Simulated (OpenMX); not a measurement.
**Sc in OpenMX: the effect of volume scale**

Crystal: Sc.

```
Sc
1.0
     3.17096    0.00000    0.00000
    -1.58548    2.74613    0.00000
     0.00000    0.00000    5.05332
Sc
2
Direct
  0.66667 0.33333 0.75000
  0.33333 0.66667 0.25000
```

Alike in all runs:

* Program: OpenMX 3.8.5
* Task: single point
* Functional: PBE
* Potentials or basis: OpenMX 2013 PBE set, Sc7.0-s3p2d2, grid cutoff 400 Ry
* k mesh: 7 × 7 × 5
* Occupations: fermi-dirac, width 0.05 eV
* Spin: no spin polarisation

```csv
volume scale,pressure (GPa)
0.88,7.5
0.92,4.0
0.96,1.2
1,?
1.04,-3.2
1.08,-4.8
```

**Question.** What does the run with volume scale 1 give?

**Answer.** Pressure -1.2 GPa.

Worked out: A parabola through the other rows of the pressure, of slope -55.3 GPa per unit of volume scale there, gives -1.3 GPa, against the run's -1.2.

Caveats: the basis of atomic orbitals isn't converged, which shifts pressures, moduli and gaps.
